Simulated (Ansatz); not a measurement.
# CdTe: the cost of one run

Program: Ansatz 0.2.0. Level of theory: DFT PBEsol, scalar-relativistic, plane waves, PAW. These are calculated values, not measurements.

The COD entry's cell or inner coordinates are ideal or old and differ from later refinements, so a difference from it is no clean test against experiment.

**1. Starting point**

The structure is cubic, space group F-43m (No. 216). The conventional cell has a = 6.489 Å, b = 6.489 Å, c = 6.489 Å, α = 90.00°, β = 90.00°, γ = 90.00°. Cd (site symmetry -43m) is surrounded by 4 Te at 2.81 Å. Around Te (site symmetry -43m) lie 4 Cd at 2.81 Å.

As a file:

```
Cd Te
1.0
     0.00000    3.24467    3.24467
     3.24467    0.00000    3.24467
     3.24467    3.24467    0.00000
Cd Te
1 1
Direct
  0.00000 0.00000 0.00000
  0.25000 0.25000 0.25000
```

This cell was relaxed beforehand with the same method: volume 34.16 Å³/atom, gap on the mesh 0.65 eV.

**2. A bulk reference on a matched mesh**

To let mesh errors cancel, the bulk is computed in a cell built on the (001) plane.

input.yaml

```yaml
crystal:
  lattice:
    - [4.5886583505, 0.0, 0.0]
    - [0.0, 4.5886583505, 0.0]
    - [0.0, 0.0, 6.4893428723]
  atoms:
    - { symbol: Cd, position: [0.0, 0.0, 0.0] }
    - { symbol: Cd, position: [0.5, 0.5, 0.5] }
    - { symbol: Te, position: [0.0, 0.5, 0.25] }
    - { symbol: Te, position: [0.5, 1.0, 0.75] }
basis:
  ecutwfc: 420
kpoints:
  mp_grid: { grid: [6, 6, 4] }
hamiltonian:
  xc: pbesol
scf:
  occupations: { method: gaussian, width: 0.05 }
output:
  forces: true
  stress: true
  eigenvalues: true
```

Launch:

```console
ansatz run input.yaml --threads 2 --pin off --max-ram 5120MiB --backend cpu --events-out ev --progress --plain --runs-dir out
```

What time and memory should one allow on 2 threads of Intel Xeon 6975P-C (Granite Rapids), shared host?

About 3.5 s, with a peak of 0.46 GiB.
